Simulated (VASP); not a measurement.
# Bi2Te3 (R-3m) in VASP: band structure with PBE

Aim: the band structure of Bi2Te3 with PBE.

Program: VASP 6.6.1. These are calculated values, not measurements. Logs are shortened: lines on timing, memory, paths and dates and some standing lists are left out, and cuts for length are marked.

**Measured values to compare with.**

“Vacancy and Antisite-Induced Ferromagnetism in Liquid-Phase Exfoliated Bi2Te3”, 2024, arxiv:2412.10539 quotes, for a bulk crystal of Bi2Te3: band gap 0.17 eV.

The results are compared with them further down.

### Step 1. The crystal as given

Symmetry: R-3m, No. 166, trigonal system. The conventional cell has a = 4.386 Å, b = 4.386 Å, c = 30.497 Å, α = 90.00°, β = 90.00°, γ = 120.00°. Bi (site symmetry 3m) has 6 Te at 3.07 to 3.25 Å as nearest neighbours. Te (site symmetry -3m) is surrounded by 6 Bi at 3.25 Å. Te (site symmetry 3m) has 3 Bi at 3.07 Å as nearest neighbours.

### Step 2. Band structure, PBE

POSCAR

```
Bi2Te3
1.0
    2.1930000000      1.2661291400     10.1656666700
   -2.1930000000      1.2661291400     10.1656666700
    0.0000000000     -2.5322582800     10.1656666700
Bi Te
2 3
Direct
    0.4000000000      0.4000000000      0.4000000000
    0.6000000000      0.6000000000      0.6000000000
    0.0000000000      0.0000000000      0.0000000000
    0.2095000000      0.2095000000      0.2095000000
    0.7905000000      0.7905000000      0.7905000000
```

INCAR.step1

```
ALGO = Normal
EDIFF = 1E-6
ENCUT = 520
GGA = PE
ISIF = 2
ISMEAR = 0
LASPH = True
LCHARG = True
LREAL = False
LWAVE = False
NBANDS = 32
NELM = 60
PREC = Accurate
SIGMA = 0.02
```

KPOINTS.step1

```
k-points
0
Gamma
  9 9 9
```

INCAR.step2

```
ALGO = Normal
EDIFF = 1E-6
ENCUT = 520
GGA = PE
ICHARG = 11
ISIF = 2
ISMEAR = 0
LASPH = True
LCHARG = False
LREAL = False
LWAVE = False
NBANDS = 32
NELM = 60
PREC = Accurate
SIGMA = 0.05
```

KPOINTS.step2

```
path GLB1,BZGX,QFP1Z,LP
10
line-mode
reciprocal
 0.0000000000  0.0000000000  0.0000000000  G
 0.5000000000  0.0000000000  0.0000000000  L

 0.5000000000  0.0000000000  0.0000000000  L
 0.5000000000  0.1770083925 -0.1770083925  B1

 0.8229916075  0.5000000000  0.1770083925  B
 0.5000000000  0.5000000000  0.5000000000  Z

 0.5000000000  0.5000000000  0.5000000000  Z
 0.0000000000  0.0000000000  0.0000000000  G

 0.0000000000  0.0000000000  0.0000000000  G
 0.3385041962  0.0000000000 -0.3385041962  X

 0.6614958038  0.3385041962  0.0000000000  Q
 0.5000000000  0.5000000000  0.0000000000  F

 0.5000000000  0.5000000000  0.0000000000  F
 0.6614958038  0.6614958038  0.1770083925  P1

 0.6614958038  0.6614958038  0.1770083925  P1
 0.5000000000  0.5000000000  0.5000000000  Z

 0.5000000000  0.0000000000  0.0000000000  L
 0.8229916075  0.3385041962  0.3385041962  P
```

Potentials or basis: VASP PAW PBE potentials, release 64 (Bi_d, Te).

The run is started by

```console
$ cat potpaw_PBE.64/Bi_d/POTCAR potpaw_PBE.64/Te/POTCAR > POTCAR
$ cp INCAR.step1 INCAR
$ cp KPOINTS.step1 KPOINTS
$ mpirun -np 1 vasp_std > vasp.out
$ cp INCAR.step2 INCAR
$ cp KPOINTS.step2 KPOINTS
$ mpirun -np 1 vasp_std > vasp.out
```

OUTCAR:

```text
EDIFF = 1E-6
   ENCUT = 520
   GGA = PE
   ICHARG = 11
   ISIF = 2
   ISMEAR = 0
   LASPH = True
   LREAL = False
   NELM = 60
   PREC = Accurate

 ion  position               nearest neighbor table
   1  0.400  0.400  0.400-   5 3.07   5 3.07   5 3.07   3 3.25   3 3.25   3 3.25
   2  0.600  0.600  0.600-   4 3.07   4 3.07   4 3.07   3 3.25   3 3.25   3 3.25
   3  0.000  0.000  0.000-   2 3.25   1 3.25   2 3.25   2 3.25   1 3.25   1 3.25
   4  0.209  0.209  0.209-   2 3.07   2 3.07   2 3.07   5 3.64   5 3.64   5 3.64
   5  0.791  0.791  0.791-   1 3.07   1 3.07   1 3.07   4 3.64   4 3.64   4 3.64

  LATTYP: Found a trigonal (rhomboedric) cell.
 ALAT       =    10.4763118913
 COS(alpha) =     0.9123624112

  Lattice vectors:

 A1 = (   2.1930000000,   1.2661291400,  10.1656666700)
 A2 = (  -2.1930000000,   1.2661291400,  10.1656666700)
 A3 = (   0.0000000000,  -2.5322582800,  10.1656666700)

Analysis of symmetry for initial positions (statically):
=====================================================================
 Subroutine PRICEL returns:
 Original cell was already a primitive cell.

 Routine SETGRP: Setting up the symmetry group for a
 trigonal (rhombohedral) supercell.

 Subroutine GETGRP returns: Found 12 space group operations
 (whereof 12 operations were pure point group operations)
 out of a pool of 12 trial point group operations.

The static configuration has the point symmetry D_3d.

Analysis of symmetry for dynamics (positions and initial velocities):
=====================================================================
 Subroutine PRICEL returns:
 Original cell was already a primitive cell.

 Routine SETGRP: Setting up the symmetry group for a
 trigonal (rhombohedral) supercell.

 Subroutine GETGRP returns: Found 12 space group operations
 (whereof 12 operations were pure point group operations)
 out of a pool of 12 trial point group operations.

The dynamic configuration has the point symmetry D_3d.

 Subroutine INISYM returns: Found 12 space group operations
 (whereof 12 operations are pure point group operations),
 and found     1 'primitive' translations

----------------------------------------------------------------------------------------

                                     Primitive cell

  volume of cell :     169.3572

  direct lattice vectors                    reciprocal lattice vectors
     2.193000000  1.266129140 10.165666670     0.227998176  0.131634808  0.032790110
    -2.193000000  1.266129140 10.165666670    -0.227998176  0.131634808  0.032790110
     0.000000000 -2.532258280 10.165666670     0.000000000 -0.263269617  0.032790110
[... 88 lines left out ...]
   NFREE  =      0    steps in history (QN), initial steepest desc. (CG)
   ISIF   =      2    stress and relaxation
   ISYM   =      2    0-nonsym 1-usesym 2-fastsym
   POTIM  = 0.5000    time-step for ionic-motion
   TEBEG  =    0.0;   TEEND  =   0.0 temperature during run
   PSTRESS=    0.0 pullay stress
   NELECT =      48.0000    total number of electrons
   NUPDOWN=      -1.0000    fix difference up-down
   EMIN   =  10.00;   EMAX   =-10.00  energy-range for DOS
   EFERMI =   0.00;   METHOD = LEGACY
   ISMEAR =     0;   SIGMA  =   0.05  broadening in eV -4-tet -1-fermi 0-gaus
   EFERMI_NEDOS =   21; number of points for ismear=-14 and -15
   IALGO  =     38    algorithm
   IMIX   =      4    mixing-type and parameters
     AMIX     =   0.40;   BMIX     =  1.00
     AMIX_MAG =   1.60;   BMIX_MAG =  1.00
  volume/ion in A,a.u.               =      33.87       228.58
  Fermi-wavevector in a.u.,A,eV,Ry     =   1.075360  2.032136 15.733774  1.156400
  Thomas-Fermi vector in A             =   2.211215
   LORBIT       =      0    0 simple, 1 ext, 2 COOP (PROOUT), +10 PAW based schemes
   GGA     = PE    functional components
   LHFCALC =     F    Hartree Fock is set to
   AEXX    =    0.0000 exact exchange contribution
   IVDW    =     0    specifies the selected vdW correction
   LEPSILON=     F    determine dielectric tensor
   LRPA    =     F    only Hartree local field effects (RPA)
 non-spin polarized calculation
 Gauss-broadening in eV      SIGMA  =   0.05
  energy-cutoff  :      520.00
  volume of cell :      169.36
 maximum number of plane-waves:      4584
 NGX is ok and might be reduce to    80

 number of electron      48.0000004 magnetization

 Free energy of the ion-electron system (eV)
  ---------------------------------------------------
  ext. energy  EPLUGINS =         0.00000000
  ---------------------------------------------------
  free energy    TOTEN  =       -16.50828141 eV

  energy without entropy =      -16.50828060  energy(sigma->0) =      -16.50828100

 E-fermi :   6.3646     XC(G=0):  -9.3289

 val. band max:        6.2253892051   @ k =   0.0000   0.0000   0.0000
 cond. band min:       6.5037384815   @ k =   0.0000   0.0000   0.0000
 fundamental gap:      0.2783492764
 Fermi energy:         6.3645748514

 k-point     1 :       0.0000    0.0000    0.0000
  band No.  band energies     occupation
      1     -16.9952      2.00000
      2     -16.9952      2.00000
      3     -16.9937      2.00000
      4     -16.9937      2.00000
      5     -16.9851      2.00000
      6     -16.9838      2.00000
[... 829 lines left out ...]
     31      10.8920      0.00000
     32      10.9700      0.00000

 [... further k-points ...]

------------------------ aborting loop because EDIFF is reached ----------------------------------------

  FORCE on cell =-STRESS in cart. coord.  units (eV):
  Direction    XX          YY          ZZ          XY          YZ          ZX
  --------------------------------------------------------------------------------------
  -------------------------------------------------------------------------------------
  Total        8.5662579      8.5662578      2.5619795      0.0000000      0.0000000     -0.0000000
  in kB       81.0397279     81.0397278     24.2372022      0.0000000      0.0000000     -0.0000000
  external PRESSURE =      62.1055526 kB  Pullay stress =       0.0000000 kB

 VOLUME and BASIS-vectors are now :
 -----------------------------------------------------------------------------
  energy-cutoff  :      520.00
  volume of cell :      169.36
      direct lattice vectors                 reciprocal lattice vectors
     2.193000000  1.266129140 10.165666670     0.227998176  0.131634808  0.032790110
    -2.193000000  1.266129140 10.165666670    -0.227998176  0.131634808  0.032790110
     0.000000000 -2.532258280 10.165666670     0.000000000 -0.263269617  0.032790110

 POSITION                                       TOTAL-FORCE (eV/Angst)
 -----------------------------------------------------------------------------------
      0.00000      0.00000     12.19880         0.000000      0.000000      0.102103
      0.00000      0.00000     18.29820         0.000000      0.000000     -0.102103
      0.00000      0.00000      0.00000         0.000000      0.000000      0.000000
      0.00000      0.00000      6.38912         0.000000     -0.000000      0.264964
      0.00000      0.00000     24.10788         0.000000     -0.000000     -0.264964
 -----------------------------------------------------------------------------------
    total drift:                                0.000000      0.000000     -0.000000

  FREE ENERGIE OF THE ION-ELECTRON SYSTEM (eV)
  ---------------------------------------------------
  free  energy   TOTEN  =       -16.5082814146 eV

  energy  without entropy=      -16.5082805952  energy(sigma->0) =      -16.50828100
```

OUTCAR.step1:

```text
EDIFF = 1E-6
   ENCUT = 520
   GGA = PE
   ISIF = 2
[... 1076 lines left out ...]
      0.00000      0.00000     18.29820         0.000000      0.000000     -0.030722
      0.00000      0.00000      0.00000         0.000000     -0.000000      0.000000
      0.00000      0.00000      6.38912         0.000000     -0.000000      0.036549
      0.00000      0.00000     24.10788         0.000000      0.000000     -0.036549
 -----------------------------------------------------------------------------------
    total drift:                               -0.000000     -0.000000     -0.000000

  FREE ENERGIE OF THE ION-ELECTRON SYSTEM (eV)
  ---------------------------------------------------
  free  energy   TOTEN  =       -18.3362577049 eV

  energy  without entropy=      -18.3362577049  energy(sigma->0) =      -18.33625770
```

Run time: 31 min. Hardware: 1 thread of Intel Xeon 6975P-C (Granite Rapids), shared host; peak memory 1.1 GiB.

What came out:

```yaml
Band_gap_on_the_k_mesh: 0.28 eV, direct
Band_gap_along_the_path: 0.28 eV, direct
```

Levels at the corners of the path, in eV from the valence-band top:
| point | band 21 | band 22 | band 23 | band 24 | band 25 | band 26 | band 27 | band 28 |
| --- | --- | --- | --- | --- | --- | --- | --- | --- |
| Γ | -1.71 | -0.88 | -0.88 | 0.00 | 0.28 | 0.64 | 0.64 | 1.96 |
| L | -2.92 | -2.42 | -0.93 | -0.51 | 0.56 | 1.05 | 2.74 | 2.77 |
| L | -2.92 | -2.42 | -0.93 | -0.51 | 0.56 | 1.05 | 2.74 | 2.77 |
| B1 | -2.57 | -1.96 | -0.99 | -0.79 | 1.19 | 1.44 | 2.51 | 3.23 |
| B | -2.57 | -1.96 | -0.99 | -0.79 | 1.19 | 1.44 | 2.51 | 3.23 |
| Z | -1.42 | -1.17 | -1.17 | -0.44 | 0.83 | 1.13 | 1.13 | 1.63 |
| Z | -1.42 | -1.17 | -1.17 | -0.44 | 0.83 | 1.13 | 1.13 | 1.63 |
| Γ | -1.71 | -0.88 | -0.88 | 0.00 | 0.28 | 0.64 | 0.64 | 1.96 |
| Γ | -1.71 | -0.88 | -0.88 | 0.00 | 0.28 | 0.64 | 0.64 | 1.96 |
| X | -2.98 | -1.63 | -1.39 | -0.66 | 1.07 | 2.00 | 2.05 | 3.62 |
| Q | -2.98 | -1.63 | -1.39 | -0.66 | 1.07 | 2.00 | 2.05 | 3.62 |
| F | -2.00 | -1.82 | -1.56 | -0.97 | 0.85 | 1.51 | 2.05 | 2.64 |
| F | -2.00 | -1.82 | -1.56 | -0.97 | 0.85 | 1.51 | 2.05 | 2.64 |
| P1 | -2.47 | -1.37 | -1.32 | -1.24 | 1.17 | 1.30 | 1.68 | 2.59 |
| P1 | -2.47 | -1.37 | -1.32 | -1.24 | 1.17 | 1.30 | 1.68 | 2.59 |
| Z | -1.42 | -1.17 | -1.17 | -0.44 | 0.83 | 1.13 | 1.13 | 1.63 |
| L | -2.92 | -2.42 | -0.93 | -0.51 | 0.56 | 1.05 | 2.74 | 2.77 |
| P | -2.47 | -1.37 | -1.32 | -1.24 | 1.17 | 1.30 | 1.68 | 2.59 |

Caveat: the log is that of the step along the path at fixed density, whose energy, stress, charges and moments have no meaning; spin-orbit coupling is left out, which as a rule narrows the gap of such compounds by several tenths of an eV.

### Step 3. Comparison with measurements

Step 2. Against the measured gap of Bi2Te3, 0.17 eV (quoted in “Vacancy and Antisite-Induced Ferromagnetism in Liquid-Phase Exfoliated Bi2Te3”, 2024, arxiv:2412.10539), the calculated 0.28 eV is off by +0.11 eV. Spin-orbit coupling on Bi, Te is left out. The value is that of PBE, without temperature or zero-point motion.
